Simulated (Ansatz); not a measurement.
All numbers below come from DFT PBE, scalar-relativistic, plane waves, PAW in Ansatz 0.2.0. Settings: cutoff 420 eV, Γ-centred meshes spaced at most about 0.3 Å⁻¹, and about 0.25 Å⁻¹ or finer for metals (2π included), Gaussian smearing. No spin polarisation in the final relaxations.

Temperature and zero-point effects are left out.

Two forms of P were relaxed alike.

A.

```yaml
crystal:
  lattice:
    - [-1.74797, 1.74797, 2.48490]
    - [1.74797, -1.74797, 2.48490]
    - [1.74797, 1.74797, -2.48490]
  atoms:
    - { symbol: P, position: [0.27182, 0.27182, 0.00000] }
    - { symbol: P, position: [0.72818, 0.72818, 0.00000] }
```

B.

```yaml
crystal:
  lattice:
    - [-3.93905, 3.93905, 3.21916]
    - [3.93905, -3.93905, 3.21916]
    - [3.93905, 3.93905, -3.21916]
  atoms:
    - { symbol: P, position: [0.27679, 0.40717, 0.75050] }
    - { symbol: P, position: [0.65667, 0.52629, 0.24950] }
    - { symbol: P, position: [0.27629, 0.90667, 0.74950] }
    - { symbol: P, position: [0.15717, 0.52679, 0.25050] }
    - { symbol: P, position: [0.09333, 0.84283, 0.36962] }
    - { symbol: P, position: [0.47321, 0.72371, 0.63038] }
    - { symbol: P, position: [0.59283, 0.34333, 0.86962] }
    - { symbol: P, position: [0.47371, 0.72321, 0.13038] }
```

Question: Which form is favoured at zero pressure, and by what margin per atom?

Answer: B is lower, by 46 meV/atom. A has space group I4/mmm (No. 139), 15.2 Å³/atom and no gap on its mesh; B has space group I-42d (No. 122), 25.0 Å³/atom and a gap of 1.60 eV. Counting all near atoms (those within 1.25 times the shortest such distance or 1.15 times the sum of covalent radii; a plus sign parts nearer from farther groups), A has P 1+5 and B has P 3. The lower one is the more open, so pressure narrows the difference. In A, around P lie 1 P at 2.27 Å, 4 P at 2.48 Å and 1 P at 2.70 Å. In B, P is surrounded by 3 P at 2.25–2.26 Å. Both come from invented guesses. A third cell relaxed alike, in P2/m, lies 31 meV/atom below the lower of the two. The part of the Crystallography Open Database at hand lists P in space groups No. 2, 13, 64, 123; no cell shown has one of them.

Kohn–Sham gaps at this level usually fall short of measured ones. Cells relaxed within their symmetry can be saddle points.
